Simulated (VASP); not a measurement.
# SnO2 (I4_1/amd) in VASP: a series of runs

The runs below take SnO2 through G0W0 quasiparticle levels, evGW0 quasiparticle levels, dielectric tensor, band structure, with LDA, PBEsol, RPBE.

All numbers are computed with VASP 6.6.1; they aren't measurements. Logs are shortened: lines on timing, memory, paths and dates and some standing lists are left out, and cuts for length are marked.

## Step 1: Starting point

The structure is tetragonal, space group I4_1/amd (No. 141). The conventional cell has a = 4.000 Å, b = 4.000 Å, c = 10.247 Å, α = 90.00°, β = 90.00°, γ = 90.00°. Sn (site symmetry -4m2) has 6 O at 2.06 to 2.09 Å as nearest neighbours. Around O (site symmetry 2mm) lie 3 Sn at 2.06 to 2.09 Å.

Measurements of this composition are mostly on another form, of space group No. 136.

## Step 2: G0W0 quasiparticle levels, LDA

Input file POSCAR:

```
SnO2
1.0
   -2.0000686112      2.0000686112      5.1236788559
    2.0000686112     -2.0000686112      5.1236788559
    2.0000686112      2.0000686112     -5.1236788559
Sn O
2 4
Direct
    0.0000000000      0.0000000000      0.0000000000
    0.7500000000      0.2500000000      0.5000000000
    0.5465225900      0.0465225900      0.5000000000
    0.2034774100      0.2034774100      0.0000000000
    0.9534774100      0.4534774100      0.5000000000
    0.7965225900      0.7965225900      0.0000000000
```

Input file INCAR.step1:

```
PREC = Accurate ; ENCUT = 500
EDIFF = 1E-8 ; ISMEAR = 0
SIGMA = 0.01 ; LREAL = F
LASPH = T ; NELM = 80
ALGO = Fast ; LWAVE = T
LCHARG = F ; KPAR = 4
```

Input file INCAR.step2:

```
PREC = Accurate ; ENCUT = 500
EDIFF = 1E-8 ; ISMEAR = 0
SIGMA = 0.01 ; LREAL = F
LASPH = T ; NELM = 1
ALGO = Exact ; LWAVE = T
LCHARG = F ; NBANDS = 368
LOPTICS = T ; ISTART = 1
KPAR = 4
```

Input file INCAR.step3:

```
PREC = Accurate ; ENCUT = 500
EDIFF = 1E-8 ; ISMEAR = 0
SIGMA = 0.01 ; LREAL = F
LASPH = T ; ALGO = EVGW0
LWAVE = F ; LCHARG = F
NELMGW = 1 ; NBANDS = 368
ENCUTGW = 150 ; NOMEGA = 50
PRECFOCK = Fast ; ISTART = 1
NBANDSGW = 34 ; KPAR = 4
```

Input file KPOINTS:

```
Automatic mesh
0
Gamma
  4 4 4
```

Potentials or basis: VASP PAW LDA potentials, release 64 (Sn_d_GW, O_GW).

On the command line:

```bash
> cat potpaw_LDA.64/Sn_d_GW/POTCAR potpaw_LDA.64/O_GW/POTCAR > POTCAR
> cp INCAR.step1 INCAR
> mpirun -np 4 vasp_std > vasp.out
> cp INCAR.step2 INCAR
> mpirun -np 4 vasp_std > vasp.out
> cp INCAR.step3 INCAR
> mpirun -np 4 vasp_std > vasp.out
```

OUTCAR:

```text
PREC = Accurate
   ENCUT = 500
   EDIFF = 1E-8
   ISMEAR = 0
   LREAL = F
   LASPH = T
   NELMGW = 1
   ENCUTGW = 150
   PRECFOCK = Fast
   ISTART = 1

 ion  position               nearest neighbor table
   1  0.000  0.000  0.000-   3 2.06   5 2.06   3 2.06   5 2.06   4 2.09   6 2.09
   2  0.750  0.250  0.500-   6 2.06   4 2.06   6 2.06   4 2.06   3 2.09   5 2.09
   3  0.547  0.047  0.500-   1 2.06   1 2.06   2 2.09
   4  0.203  0.203  0.000-   2 2.06   2 2.06   1 2.09
   5  0.953  0.453  0.500-   1 2.06   1 2.06   2 2.09
   6  0.797  0.797  0.000-   2 2.06   2 2.06   1 2.09

  LATTYP: Found a body centered tetragonal cell.
 ALAT       =     4.0001372224
 C/A-ratio  =     2.5617515455

  Lattice vectors:

 A1 = (  -2.0000686112,   2.0000686112,   5.1236788559)
 A2 = (   2.0000686112,  -2.0000686112,   5.1236788559)
 A3 = (   2.0000686112,   2.0000686112,  -5.1236788559)

Analysis of symmetry for initial positions (statically):
=====================================================================
 Subroutine PRICEL returns:
 Original cell was already a primitive cell.

 Routine SETGRP: Setting up the symmetry group for a
 body centered tetragonal supercell.

 Subroutine GETGRP returns: Found 16 space group operations
 (whereof  8 operations were pure point group operations)
 out of a pool of 16 trial point group operations.

The static configuration has the point symmetry D_2d.
 The point group associated with its full space group is D_4h.

Analysis of symmetry for dynamics (positions and initial velocities):
=====================================================================
 Subroutine PRICEL returns:
 Original cell was already a primitive cell.

 Routine SETGRP: Setting up the symmetry group for a
 body centered tetragonal supercell.

 Subroutine GETGRP returns: Found 16 space group operations
 (whereof  8 operations were pure point group operations)
 out of a pool of 16 trial point group operations.

The dynamic configuration has the point symmetry D_2d.
 The point group associated with its full space group is D_4h.

 Subroutine INISYM returns: Found 16 space group operations
 (whereof  8 operations are pure point group operations),
 and found     1 'primitive' translations

----------------------------------------------------------------------------------------

                                     Primitive cell

  volume of cell :      81.9845

  direct lattice vectors                    reciprocal lattice vectors
    -2.000068611  2.000068611  5.123678856     0.000000000  0.249991424  0.097586132
     2.000068611 -2.000068611  5.123678856     0.249991424  0.000000000  0.097586132
     2.000068611  2.000068611 -5.123678856     0.249991424  0.249991424  0.000000000

  length of vectors
     5.852574982  5.852574982  5.852574982     0.268363122  0.268363122  0.353541262

  position of ions in fractional coordinates (direct lattice)
     0.000000000  0.000000000  0.000000000
     0.750000000  0.250000000  0.500000000
     0.546522590  0.046522590  0.500000000
     0.203477410  0.203477410  0.000000000
     0.953477410  0.453477410  0.500000000
     0.796522590  0.796522590  0.000000000

  ion indices of the primitive-cell ions
   primitive index   ion index
                 1           1
                 2           2
                 3           3
                 4           4
                 5           5
                 6           6

----------------------------------------------------------------------------------------

 KPOINTS: Automatic mesh

Automatic generation of k-mesh.
 Grid dimensions read from file:
 generate k-points for:    4    4    4

 Generating k-lattice:

  Cartesian coordinates                     Fractional coordinates (reciprocal lattice)
     0.000000000  0.062497856  0.024396533     0.250000000  0.000000000 -0.000000000
     0.062497856  0.000000000  0.024396533     0.000000000  0.250000000 -0.000000000
     0.062497856  0.062497856  0.000000000     0.000000000  0.000000000  0.250000000

  Length of vectors
     0.067090780  0.067090780  0.088385316

  Shift w.r.t. Gamma in fractional coordinates (k-lattice)
     0.000000000  0.000000000  0.000000000

 Subroutine IBZKPT returns following result:
 ===========================================

 Found     13 irreducible k-points:

 Following reciprocal coordinates:
            Coordinates               Weight
  0.000000  0.000000  0.000000      1.000000
  0.250000  0.000000 -0.000000      8.000000
  0.500000  0.000000 -0.000000      4.000000
  0.250000  0.250000 -0.000000      8.000000
  0.500000  0.250000  0.000000     16.000000
 -0.250000  0.250000  0.000000      4.000000
  0.500000  0.500000 -0.000000      2.000000
  0.250000  0.250000  0.250000      2.000000
 -0.250000  0.250000  0.250000      4.000000
  0.500000  0.500000  0.250000      4.000000
 -0.250000  0.500000  0.250000      8.000000
 -0.250000 -0.250000  0.250000      2.000000
  0.500000  0.500000  0.500000      1.000000
   k-points           NKPTS =     13   k-points in BZ     NKDIM =     64   number of bands    NBANDS=    368
   number of dos      NEDOS =    301   number of ions     NIONS =      6
   total plane-waves  NPLWV = 110592
   dimension x,y,z NGX =    48 NGY =   48 NGZ =   48
   dimension x,y,z NGXF=    96 NGYF=   96 NGZF=   96
   ions per type =               2   4
   NGX,Y,Z   is equivalent  to a cutoff of  13.63, 13.63, 13.63 a.u.
   NGXF,Y,Z  is equivalent  to a cutoff of  27.27, 27.27, 27.27 a.u.
 SYSTEM =  unknown system
   PREC   = accura    normal or accurate (medium, high low for compatibility)
   ISTART =      1    job   : 0-new  1-cont  2-samecut
   ICHARG =      0    charge: 1-file 2-atom 10-const
   ISPIN  =      1    spin polarized calculation?
   LNONCOLLINEAR =      F non collinear calculations
   LSORBIT =      F    spin-orbit coupling
   LASPH  =      T    aspherical Exc in radial PAW
   ENCUT  =  500.0 eV  36.75 Ry    6.06 a.u.  10.67 10.67 10.67*2*pi/ulx,y,z
   NELM   =     60;   NELMIN=  2; NELMDL=  0     # of ELM steps
   EDIFF  = 0.1E-07   stopping-criterion for ELM
   LREAL  =      F    real-space projection
   EDIFFG = 0.1E-06   stopping-criterion for IOM
   NSW    =      0    number of steps for IOM
   IBRION =     -1    ionic relax: 0-MD 1-quasi-New 2-CG
   NFREE  =      0    steps in history (QN), initial steepest desc. (CG)
   ISIF   =      0    stress and relaxation
   ISYM   =      3    0-nonsym 1-usesym 2-fastsym
   POTIM  = 0.5000    time-step for ionic-motion
   TEBEG  =    0.0;   TEEND  =   0.0 temperature during run
   PSTRESS=    0.0 pullay stress
   NELECT =      52.0000    total number of electrons
   NUPDOWN=      -1.0000    fix difference up-down
   EMIN   =  10.00;   EMAX   =-10.00  energy-range for DOS
   EFERMI =   0.00;   METHOD = LEGACY
   ISMEAR =     0;   SIGMA  =   0.01  broadening in eV -4-tet -1-fermi 0-gaus
   EFERMI_NEDOS =   21; number of points for ismear=-14 and -15
   IALGO  =     38    algorithm
   IMIX   =      4    mixing-type and parameters
     AMIX     =   0.40;   BMIX     =  1.00
     AMIX_MAG =   1.60;   BMIX_MAG =  1.00
  volume/ion in A,a.u.               =      13.66        92.21
  Fermi-wavevector in a.u.,A,eV,Ry     =   1.406583  2.658057 26.918799  1.978476
  Thomas-Fermi vector in A             =   2.528929
   LORBIT       =      0    0 simple, 1 ext, 2 COOP (PROOUT), +10 PAW based schemes
   GGA     = CA    functional components
   LHFCALC =     T    Hartree Fock is set to
   PRECFOCK=fast      Normal, Fast or Accurate (Low or Medium for compatibility)
   ENCUT4O =  -1.0   cutoff for four orbital integrals eV
   NKREDX  =     1    reduce k-point grid by
   NKREDY  =     1    reduce k-point grid by
   NKREDZ  =     1    reduce k-point grid by
   AEXX    =    1.0000 exact exchange contribution
   HFSCREEN=    0.0000 screening length (either q_TF or 0.3 A-1)
   HFSCREENC=   0.0000 screening length for correlation (either q_TF or 0.3 A-1)
   ENCUTFOCK=  -1.0 apply spherical cutoff to Coloumb kernel
   IVDW    =     0    specifies the selected vdW correction
   LEPSILON=     F    determine dielectric tensor
   LRPA    =     F    only Hartree local field effects (RPA)
   LRPAFORCE           =     F    calculate RPA forces
   ENCUTGW             = 150.0    cutoff for response function in eV
   ENCUTGWSOFT         = 120.0    soft cutoff for Coulomb kernel in GW response function in eV
   ENCUTLF             =  -1.0    cutoff for local field effects
   NELMGW              =     1    number of iterations in solving QP/BSE equation
   NELMHF              =     1    number of iterations in the inner HF iteration
   NKREDLFX            =     1    NKREDLFY  =   1   NKREDLFZ  =   1
 non-spin polarized calculation
 Gauss-broadening in eV      SIGMA  =   0.01
  energy-cutoff  :      500.00
  volume of cell :       81.98
 maximum number of plane-waves:      2099
 NGX is ok and might be reduce to    48
  NGX = 24; NGY = 24; NGZ = 24
   NGX = 21   NGY = 21   NGZ = 21
 maximum number of plane-waves:       352

 QP shifts <psi_nk| G(iteration)W_0 |psi_nk>: iteration 1
 for sc-GW calculations column KS-energies equals QP-energies in previous step
 and V_xc(KS)=  KS-energies - (<T + V_ion + V_H > + <T+V_H+V_ion>^1  + <V_x>^1)

 k-point   1 :       0.0000    0.0000    0.0000
  band No.  KS-energies  QP-energies   sigma(KS)   V_xc(KS)     V^pw_x(r,r')   Z            occupation Imag(sigma)

      1     -18.1369     -20.9385     -21.4731     -17.6149     -28.1158       0.7262       2.0000       0.5588
      2     -18.1184     -20.9178     -21.4818     -17.6328     -28.1260       0.7273       2.0000       0.5799
      3     -17.9888     -20.8917     -21.5734     -17.6188     -28.0081       0.7341       2.0000       0.5332
      4     -17.4531     -20.7023     -21.7161     -17.4869     -27.3930       0.7683       2.0000       0.4757
      5     -17.3539     -20.6044     -21.6193     -17.3884     -26.9769       0.7683       2.0000       0.3218
      6     -17.3539     -20.6044     -21.6193     -17.3884     -26.9769       0.7683       2.0000       0.3218
[... 26 lines left out ...]
     33      13.6009      15.1204     -13.1055     -15.0861      -8.0722       0.7672       0.0000      -0.1545
     34      14.3216      15.8084     -12.3493     -14.2828      -7.0136       0.7690       0.0000      -0.1936

 k-point   2 :       0.2500    0.0000   -0.0000
  band No.  KS-energies  QP-energies   sigma(KS)   V_xc(KS)     V^pw_x(r,r')   Z            occupation Imag(sigma)

      1     -18.1656     -20.9754     -21.4773     -17.6115     -28.0993       0.7268       2.0000       0.5628
      2     -17.9767     -20.8398     -21.5115     -17.6070     -28.0077       0.7333       2.0000       0.5612
      3     -17.8539     -20.8022     -21.5800     -17.5959     -27.8804       0.7400       2.0000       0.5208
      4     -17.4730     -20.6700     -21.6792     -17.4885     -27.4016       0.7629       2.0000       0.4615
      5     -17.3659     -20.6162     -21.6086     -17.3788     -26.9682       0.7684       2.0000       0.3222
      6     -17.3419     -20.5869     -21.6386     -17.4076     -27.0257       0.7670       2.0000       0.3304
[... 26 lines left out ...]
     33      13.1485      14.4074     -10.7615     -12.3447      -5.9759       0.7951       0.0000      -0.1425
     34      13.3827      14.6625     -10.4364     -12.0399      -5.4923       0.7982       0.0000      -0.1402
[... 378 lines left out ...]
     33      13.9422      15.2470     -10.5564     -12.2001      -5.5499       0.7938       0.0000      -0.1524
     34      14.3799      15.8961     -12.7338     -14.7129      -7.3206       0.7661       0.0000      -0.2033

 k-point  13 :       0.5000    0.5000    0.5000
  band No.  KS-energies  QP-energies   sigma(KS)   V_xc(KS)     V^pw_x(r,r')   Z            occupation Imag(sigma)

      1     -18.2939     -21.0567     -21.4319     -17.6104     -28.1633       0.7230       2.0000       0.5840
      2     -18.2939     -21.0567     -21.4319     -17.6104     -28.1633       0.7230       2.0000       0.5840
      3     -17.5187     -20.6155     -21.6945     -17.5720     -27.6615       0.7512       2.0000       0.4904
      4     -17.5187     -20.6155     -21.6945     -17.5720     -27.6615       0.7512       2.0000       0.4904
      5     -17.3960     -20.6248     -21.5813     -17.3569     -26.9457       0.7643       2.0000       0.3231
      6     -17.3960     -20.6248     -21.5813     -17.3569     -26.9457       0.7643       2.0000       0.3231
[... 26 lines left out ...]
     33      14.1763      15.6855     -12.4227     -14.3716      -6.9614       0.7744       0.0000      -0.1896
     34      14.1763      15.6855     -12.4227     -14.3716      -6.9614       0.7744       0.0000      -0.1896
```

Run time: 17 min. Hardware: 4 MPI ranks of Intel Xeon Platinum 8559C (Emerald Rapids), shared host; peak memory 1.5 GiB.

Results:

| Property | Result |
| --- | --- |
| Band gap on the k mesh, mean-field level | 1.52 eV, indirect (least direct gap 1.91 eV) |
| Quasiparticle gap | 3.16 eV |
| Least direct quasiparticle gap | 3.62 eV |

Caveat: the k mesh is coarse (spacing up to 0.56 Å⁻¹), so the values aren't converged; bands, screening cutoff and mesh are small and nothing is extrapolated, so the quasiparticle values aren't converged; spin-orbit coupling is left out, which moves the levels of the heavy elements.

[end of part 1 of 3]
